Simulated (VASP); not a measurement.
Crystal: SnO2.

```
CELL_PARAMETERS angstrom
4.76482 0.00000 0.00000
0.00000 4.76482 0.00000
0.00000 0.00000 3.20750
ATOMIC_POSITIONS crystal
Sn 0.50000 0.50000 0.50000
Sn 0.00000 0.00000 0.00000
O 0.19403 0.80597 0.50000
O 0.80597 0.19403 0.50000
O 0.30597 0.30597 0.00000
O 0.69403 0.69403 0.00000
```

The cell is a database's computed one.

- Program: VASP 6.6.1
- Task: relaxation of cell and atoms
- Functional: PBE
- Potentials or basis: VASP PAW PBE potentials, release 64 (Sn_d, O)
- Cutoff: 600 eV
- k mesh: 7 × 7 × 10
- Occupations: gaussian, width 0.02 eV
- Spin: no spin polarisation

At the start: pressure 7.3 GPa; volume 12.14 Å³/atom.

Problem. How do energy, volume and symmetry change on relaxing?

Solution. Over 14 steps the energy falls by 10.1 meV/atom and the volume is 12.61 Å³/atom (+3.9 %); space group P4_2/mnm (No. 136, to 0.05 Å).

The path:
```tsv
step	energy change (eV)	largest force (eV/Å)	pressure (GPa)	volume (Å³)
1	0.0000	0.0409	7.29	72.82
2	0.0190	0.2362	-6.99	78.80
3	-0.0588	0.1008	0.04	75.50
4	-0.0588	0.0982	0.19	75.45
5	-0.0605	0.0095	0.09	75.56
6	-0.0606	0.0102	0.09	75.59
7	-0.0606	0.0114	0.09	75.59
8	-0.0606	0.0161	0.10	75.60
9	-0.0606	0.0040	-0.13	75.69
10	-0.0606	0.0083	-0.02	75.66
11	-0.0606	0.0066	-0.06	75.67
12	-0.0606	0.0072	-0.07	75.66
13	-0.0606	0.0075	-0.06	75.66
14	-0.0606	0.0022	0.01	75.64
```

Final structure:
```
Sn O
1.0
     4.83030    0.00000    0.00000
     0.00000    4.83030    0.00000
     0.00000    0.00000    3.24204
Sn O
2 4
Direct
  0.50000 0.50000 0.50000
  0.00000 0.00000 0.00000
  0.19347 0.80653 0.50000
  0.80653 0.19347 0.50000
  0.30653 0.30653 0.00000
  0.69347 0.69347 0.00000
```
